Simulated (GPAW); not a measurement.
Here is a GPAW 26.7.0 calculation.

The input run.py:

```python
from ase.filters import FrechetCellFilter
from ase.io import read, write
from ase.optimize import BFGS
from gpaw import GPAW, PW, setup_paths

setup_paths.insert(0, '.')

atoms = read('POSCAR')

calc = GPAW(mode=PW(600),
            xc='PBEsol',
            kpts={'size': (8, 8, 8), 'gamma': True},
            occupations={'name': 'fermi-dirac', 'width': 0.05},
            nbands=11,
            convergence={'density': 1e-05, 'forces': 0.0001},
            maxiter=150,
            txt='gpaw.txt')
atoms.calc = calc
opt = BFGS(FrechetCellFilter(atoms), trajectory='relax.traj', logfile='-')
done = opt.run(fmax=0.02, steps=100)
calc.write('gs.gpw')
write('result.traj', atoms)
print('Converged:', done)
print('Cell:', atoms.cell.cellpar().round(4))
print('Volume:', round(atoms.get_volume(), 4))
print(atoms.get_scaled_positions().round(5))
```

Contents of POSCAR:

```
Si
1.0
    0.0000000000      2.7218511865      2.7218511865
    2.7218511865      0.0000000000      2.7218511865
    2.7218511865      2.7218511865      0.0000000000
Si
2
Direct
    0.5000000000      0.5000000000      0.5000000000
    0.7500000000      0.7500000000      0.7500000000
```

Potentials or basis: PAW data sets generated in the run's folder for this functional, pw.

Run with:

```bash
$ gpaw-setup -f PBEsol Si
$ OMP_NUM_THREADS=1 python run.py
```

**Question.** Estimate the relaxed volume.

**Answer.** 20.11 Å³/atom.

**Question.** Predict the band gap on the k mesh.

**Answer.** 0.52 eV, indirect (least direct gap 2.52 eV).

**Question.** Estimate the relaxed cell.

**Answer.** a = 3.846 Å, b = 3.846 Å, c = 3.846 Å, α = 60.00°, β = 60.00°, γ = 60.00°.

**Question.** Predict the space group after relaxing (to 0.05 Å).

**Answer.** Fd-3m (No. 227).

Final structure:
```
CELL_PARAMETERS angstrom
0.00000 2.71926 2.71926
2.71926 0.00000 2.71926
2.71926 2.71926 0.00000
ATOMIC_POSITIONS crystal
Si 0.50000 0.50000 0.50000
Si 0.75000 0.75000 0.75000
```

Caveat: later steps reuse the first step's grids. A k mesh can miss the band edges.
